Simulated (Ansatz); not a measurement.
## Ce (bcc)

Level of theory: DFT, PBE with spin–orbit coupling, two-component spinors; plane waves to 420 eV with PAW datasets (Ansatz 0.2.0), 16×16×16 k-mesh, Gaussian smearing of 0.05 eV; PAW files: Ansatz's generated set soft_2.

```
Ce
1.0
    -1.89605    1.89605    1.89605
     1.89605   -1.89605    1.89605
     1.89605    1.89605   -1.89605
Ce
1
Direct
  0.00000 0.00000 0.00000
```

At room temperature and ambient pressure Ce is fcc.

Magnetic state: non-magnetic, site spin moments none.

Q: Which orbitals carry the states at the Fermi level, and how many states are there?

A: Within 0.1 eV of it: Ce 4f 69 %, Ce 5d 27 % (shares among the projected shells). The density of states at the Fermi level is about 4 states/eV per cell, averaged over 0.3 eV.

Density of states (tetrahedra, averaged over 0.4 eV; states/eV per cell of 1 atom; energy in eV from the Fermi level; projections on Löwdin-orthogonalised atomic orbitals, summed over sites):

```csv
E,total,Ce 4f j=7/2,Ce 4f j=5/2,Ce 5d,Ce 6s,Ce 5p
-2.85,0.0,0.0,0.0,0.0,0.0,0.0
-2.45,0.1,0.0,0.0,0.1,0.0,0.0
-2.05,0.5,0.0,0.0,0.4,0.1,0.0
-1.65,1.2,0.0,0.0,0.9,0.1,0.0
-1.25,1.8,0.1,0.1,1.3,0.2,0.0
-0.85,1.5,0.1,0.1,1.0,0.1,0.0
-0.45,2.4,0.4,0.4,1.5,0.1,0.0
-0.05,4.2,1.0,1.6,1.5,0.1,0.1
0.35,10.6,2.9,6.7,0.8,0.1,0.1
0.75,10.9,6.5,3.6,0.7,0.1,0.0
1.15,9.3,6.8,1.7,0.7,0.0,0.0
1.55,2.1,1.0,0.3,0.8,0.0,0.0
1.95,1.5,0.3,0.1,0.9,0.1,0.0
2.35,1.7,0.3,0.1,1.1,0.2,0.1
2.75,0.8,0.1,0.0,0.5,0.1,0.0
3.15,0.6,0.1,0.0,0.4,0.1,0.0
3.55,0.6,0.0,0.0,0.5,0.0,0.0
3.95,1.0,0.1,0.0,0.8,0.0,0.0
```

Of the 1.07 f electrons on Ce, 0.60 have j = 5/2 and 0.46 have j = 7/2, a share of 56 % in j = 5/2. Without spin–orbit coupling the share would be 6/14 = 43 %, in the jj limit 100 %, so the shell stands 24 % of the way to jj coupling.

The starting moments died out; a magnetic state reached from other starts isn't excluded.

A lower state of the open shells can't be excluded, and forces and pressures are less sure for it.
